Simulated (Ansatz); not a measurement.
This SiO2 structure is the end of a relaxation. It was relaxed at this level from a cell as deposited in COD.

All numbers below come from DFT PBE, scalar-relativistic, plane waves, PAW (Ansatz 0.2.0). Cutoff 420 eV, Γ-centred mesh, Gaussian smearing, no spin polarisation.

```xyz
6
Lattice="-2.5137 2.5137 3.6895 2.5137 -2.5137 3.6895 2.5137 2.5137 -3.6895" Properties=species:S:1:pos:R:3 pbc="T T T"
Si    0.0000    0.0000    0.0000
Si    0.0000    2.5137    1.8447
O     1.2569    2.9757    2.7671
O     0.4620    1.2569    0.9224
O    -1.2569    2.0518    2.7671
O    -0.4620    3.7706    0.9224
```

Energies over the elements count from the elements' standard structures at the same level (O₂ as a molecule), with no fitted energy shifts.

Q: Find its symmetry and describe it.

A: I-42d (No. 122). Conventional cell: a = 5.027 Å, c = 7.379 Å. Around Si lie 4 O at 1.63 Å; around O lie 2 Si at 1.63 Å.

Q: How far does it lie from the elements in energy?

A: −2.786 eV/atom. Whether it is stable depends on the other phases of the system, which aren't compared here.

Q: Is it a metal?

A: No, the gap on the 6×6×6 mesh is 5.73 eV.

The last run used a 6×6×6 mesh for its 6-atom cell and Gaussian smearing of 0.02 eV. Kohn–Sham gaps at this level usually fall short of measured ones. A later test with randomly moved atoms came back to the same energy, though modes that don't fit the test's cell weren't probed.
